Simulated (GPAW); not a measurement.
The system is Fe.

```
CELL_PARAMETERS angstrom
-1.44300 1.44300 1.44300
1.44300 -1.44300 1.44300
1.44300 1.44300 -1.44300
ATOMIC_POSITIONS crystal
Fe 0.00000 0.00000 0.00000
```

* Program: GPAW 26.7.0
* Task: relaxation of cell and atoms
* Functional: revPBE
* Dispersion: D3(BJ)
* Potentials or basis: the program's PAW data sets (release 1.2.1) made for this functional
* Cutoff: 600 eV
* Basis: pw
* k mesh: 13 × 13 × 13
* Occupations: fermi-dirac, width 0.05 eV
* Spin: collinear spin, ferromagnetic start
* Starting moments: [3.0] μB

At the start: pressure -12.1 GPa; volume 12.02 Å³/atom.

Q: Where does the relaxation end?

A: Over 4 steps the energy falls by 38.5 meV/atom and the volume is 11.13 Å³/atom (-7.4 %); space group Im-3m (No. 229, to 0.05 Å); moment 2.11 μB per cell.

Step by step:
| step | energy change (eV) | largest force (eV/Å) | pressure (GPa) | volume (Å³) |
| --- | --- | --- | --- | --- |
| 1 | 0.0000 | 0.0000 | -12.13 | 12.02 |
| 2 | -0.0282 | 0.0000 | -7.28 | 11.56 |
| 3 | -0.0367 | 0.0000 | 3.25 | 10.96 |
| 4 | -0.0385 | 0.0000 | -0.25 | 11.13 |

Final structure:
```yaml
crystal:
  lattice:
    - [-1.40672, 1.40672, 1.40672]
    - [1.40672, -1.40672, 1.40672]
    - [1.40672, 1.40672, -1.40672]
  atoms:
    - { symbol: Fe, position: [0.00000, 0.00000, 0.00000] }
```

Caveat: each step starts from the last one's moments, so a moment once lost doesn't come back; later steps reuse the first step's grids; pairwise dispersion overbinds metals, which lowers pressure and volume.
